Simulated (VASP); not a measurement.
Here is a VASP 6.6.1 calculation.

The input INCAR:

```
ALGO     = Normal         # electronic algorithm
EDIFF    = 1E-6           # SCF threshold, eV
EDIFFG   = -0.02          # ionic threshold
ENCUT    = 600            # plane-wave cutoff, eV
IBRION   = 2              # ionic algorithm
ISIF     = 3              # what is computed and relaxed
ISMEAR   = -1             # smearing method
LASPH    = T              # aspherical terms in the spheres
LCHARG   = F              # write CHGCAR
LMIXTAU  = T            
LREAL    = F              # projectors in reciprocal space
LWAVE    = F              # write WAVECAR
METAGGA  = LAK            # meta-GGA
NELM     = 80             # most SCF steps
NSW      = 60             # ionic steps
PREC     = Accurate       # precision mode
SIGMA    = 0.05           # smearing width, eV
```

File KPOINTS:

```
k-points
0
Gamma
  11 11 6
```

Contents of POSCAR:

```
Os
1.0
    2.7341000000      0.0000000000      0.0000000000
   -1.3670500000      2.3678000565      0.0000000000
    0.0000000000      0.0000000000      4.3197000000
Os
2
Direct
    0.6666666667      0.3333333333      0.7500000000
    0.3333333333      0.6666666667      0.2500000000
```

Potentials or basis: VASP PAW PBE potentials, release 64 (Os).

The run is started by

```console
$ cat potpaw_PBE.64/Os/POTCAR > POTCAR
$ mpirun -np 1 vasp_std > vasp.out
```

Question: Predict the relaxed volume.

Answer: 14.29 Å³/atom.

Question: Estimate the relaxed cell.

Answer: a = 2.757 Å, b = 2.757 Å, c = 4.340 Å, α = 90.00°, β = 90.00°, γ = 120.00°.

Final structure:
```yaml
crystal:
  lattice:
    - [2.75709, 0.00000, 0.00000]
    - [-1.37854, 2.38771, 0.00000]
    - [0.00000, 0.00000, 4.34002]
  atoms:
    - { symbol: Os, position: [0.66667, 0.33333, 0.75000] }
    - { symbol: Os, position: [0.33333, 0.66667, 0.25000] }
```

Caveat: the PAW data sets were made with another functional, which shifts forces and pressure a little. The run has no spin-orbit coupling, so splittings on Os are missing.
